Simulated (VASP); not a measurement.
Runs of VASP 6.6.1 on TaC. Symmetry: Fm-3m, No. 225, cubic system. Conventional cell: a = 4.468 Å, b = 4.468 Å, c = 4.468 Å, α = 90.00°, β = 90.00°, γ = 90.00°. Ta (site symmetry m-3m) is surrounded by 6 C at 2.23 Å. C (site symmetry m-3m) is surrounded by 6 Ta at 2.23 Å. The cell is a database's computed one.

| task | level | potentials or basis | cell | k mesh | cutoff (eV) | mesh quality | gap on the mesh (eV) | pressure (GPa) | relaxed volume (Å³/atom) |
| --- | --- | --- | --- | --- | --- | --- | --- | --- | --- |
| relaxation of cell and atoms | PBEsol | VASP PAW PBE potentials, release 64 (Ta_pv, C_s) | relaxed | 16 × 16 × 16 | 480 | not flagged | none | 0.0 | 10.96 |
| single point | PBEsol | VASP PAW PBE potentials, release 64 (Ta_pv, C) | as given | 16 × 16 × 16 | 520 | not flagged | none | (a) | - |
| relaxation of cell and atoms | LDA | VASP PAW LDA potentials, release 64 (Ta_pv, C) | relaxed | 16 × 16 × 16 | 600 | not flagged | none | 0.0 | 10.80 |
| relaxation of cell and atoms | RPBE | VASP PAW PBE potentials, release 64 (Ta_pv, C) | relaxed | 16 × 16 × 16 | 600 | not flagged | none | 0.0 | 11.37 |
| relaxation of cell and atoms | PBEsol | VASP PAW PBE potentials, release 64 (Ta, C) | relaxed | 16 × 16 × 16 | 580 | not flagged | none | 0.0 | 10.95 |
| relaxation of cell and atoms | PBEsol | VASP PAW PBE potentials, release 64 (Ta_pv, C) | relaxed | 6 × 6 × 6 | 600 | coarse | none | 0.0 | 10.95 |
| relaxation of cell and atoms | PBEsol | VASP PAW PBE potentials, release 64 (Ta_pv, C) | relaxed | 16 × 16 × 16 | 600 | not flagged | none | 0.0 | 10.96 |

Alike in all rows: no spin polarisation; smearing gaussian 0.1 eV.

Problem. Fill in the values left out.

Solution. (a) -5.5.

Caveats: some runs use coarse meshes; the PAW data sets were made with another functional, which shifts forces and pressure a little (some runs).

A k mesh can miss the band edges, and the runs leave out spin-orbit coupling on Ta.

A gap of «none» marks a metal or a gap under the smearing width.

The runs don't all hold the same shells in valence.

Runs at the PBE level aren't shown here.
